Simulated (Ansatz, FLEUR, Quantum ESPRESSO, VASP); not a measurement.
## Ni: 5 runs at one level of theory

```
Ni
1.0
     0.00000    1.73757    1.73757
     1.73757    0.00000    1.73757
     1.73757    1.73757    0.00000
Ni
1
Direct
  0.00000 0.00000 0.00000
```

Alike in all runs: task band structure; functional PBEsol; k mesh 13 × 13 × 13; occupations fermi-dirac, width 0.05 eV; collinear spin, ferromagnetic start; no spin-orbit coupling. Pressure is positive in compression and, in plane waves, holds the error of the finite cutoff.

| program and potentials | plane-wave cutoff (eV) | notes | pressure (GPa) | net moment per atom (μB) |
| --- | --- | --- | --- | --- |
| Ansatz, all-electron LAPW, scalar-relativistic | - | - | -2.40 | 0.63 |
| Quantum ESPRESSO, GBRV 1.5 PBEsol | 612 | 18 valence electrons an atom on average | -2.64 | 0.64 |
| Quantum ESPRESSO, PseudoDojo 0.4.1 SR PBEsol standard | 1333 | 18 valence electrons an atom on average | -2.29 | 0.63 |
| VASP, PBE PAW files Ni, 520 eV | 520 | potentials made for PBE; 10 valence electrons an atom on average | -2.42 | 0.62 |
| FLEUR, all-electron, FLAPW | - | - | - | 0.63 |

The pressure spans -2.64 (Quantum ESPRESSO, GBRV 1.5 PBEsol) to -2.29 GPa (Quantum ESPRESSO, PseudoDojo 0.4.1 SR PBEsol standard), with all-electron results at -2.40. The net moment per atom spans 0.62 (VASP, PBE PAW files Ni, 520 eV) to 0.64 μB (Quantum ESPRESSO, GBRV 1.5 PBEsol), with all-electron results at 0.63. The state is the one that the start led to, which needn't be the lowest.

The functional is the same throughout but for its coding, so the spread measures potentials, basis and numerics; runs on potential files found faulty are left out.

The negative pressures in all four runs that report one mean that this fcc cell is slightly larger than the PBEsol equilibrium volume, so the lattice would contract on relaxation. The moment hardly depends on the potential, as expected for a strong ferromagnet: the majority 3d band is nearly full, so the moment is set mainly by the holes in the minority 3d band and by sp–d hybridisation, which leaves little room for small differences in the potentials to change it.

The number of valence electrons does not order the pressures. The two 18-electron sets lie on opposite sides of the all-electron value, while the 10-electron set lies close to it. Explicit 3s and 3p states are therefore no guarantee of closer agreement here, though the close match of the smaller valence set may partly reflect cancelling errors. Agreement on the moment also does not validate the exchange splitting of the d bands, which semilocal functionals are known to overestimate in nickel even when the moment is reasonable.
